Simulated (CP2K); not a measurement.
Crystal: SrO.

```
Sr O
1.0
     3.62930    0.00000    0.00000
     1.81465    3.14306    0.00000
     1.81465    1.04769    2.96331
Sr O
1 1
Cartesian
  3.6293 2.0954 1.4817
  0.0000 0.0000 0.0000
```

Base run:

```yaml
Program: CP2K 2026.2
Functional: r2SCAN
Potentials_or_basis: GTH_POTENTIALS Sr GTH-PBE-q10, O GTH-PBE-q6; DZVP-MOLOPT-SR-GTH basis
Density_cutoff: 12245 eV
k_mesh: 9 × 9 × 9
Occupations: fermi-dirac, width 0.05 eV
Spin: no spin polarisation
```

Its results: band gap on the k mesh 3.97 eV, indirect (least direct gap 4.09 eV); pressure 2.5 GPa.

Question: The run is repeated on the same cell with these changes: functional from r2SCAN to PBE; density cutoff from 12245 eV to 8163 eV; cutoff of the grids from 900 Ry to 600 Ry. What comes out?

Answer: Band gap on the k mesh 3.47 eV, indirect (least direct gap 3.60 eV); pressure 4.4 GPa.

Caveats: the basis of atomic orbitals isn't converged, which shifts pressures, moduli and gaps; the potentials were made for another functional, which shifts forces and pressure (some runs).

A k mesh can miss the band edges.
